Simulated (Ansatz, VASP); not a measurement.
## AlN: VASP beside Ansatz

```xyz
4
Lattice="3.0887 0.0000 0.0000 -1.5444 2.6749 0.0000 0.0000 0.0000 4.9438" Properties=species:S:1:pos:R:3 pbc="T T T"
Al   -0.0516    1.7661    0.0075
Al    1.5960    0.9088    2.4794
N     0.0460    1.7986    1.8958
N     1.4983    0.8763    4.3677
```

Change from the starting cell: mode 4 frozen in at -0.052 Å and mode 5 at -0.017 Å (largest displacements).

Alike in both runs: task single point; functional LDA; k mesh 9 × 9 × 6; occupations gaussian, width 0.05 eV; no spin polarisation.

```csv
,VASP,Ansatz
version,VASP 6.6.1,Ansatz 0.2.0
potentials or method,"VASP PAW LDA potentials, release 64 (Al, N)","scalar-relativistic, plane waves, PAW"
plane-wave cutoff (eV),520,520
valence electrons in the cell,16,16
```

Ansatz gave:

* gap on the k mesh at the Fermi level (eV): 4.38
* least direct gap on the mesh (eV): 4.38
* pressure (GPa): -0.1
* largest component of the traceless stress (GPa): 0.26
* rms of the force components (eV/Å): 0.143

Task: What did VASP give for the same quantities?

Result: gap on the k mesh at the Fermi level (eV): 4.39; least direct gap on the mesh (eV): 4.39; pressure (GPa): 0.5; largest component of the traceless stress (GPa): 0.25; rms of the force components (eV/Å): 0.143.

Atom by atom the forces differ by 0.001 eV/Å (rms over components).

Caveats: an odd mesh through Γ misses points on the zone boundary, where band edges often lie.
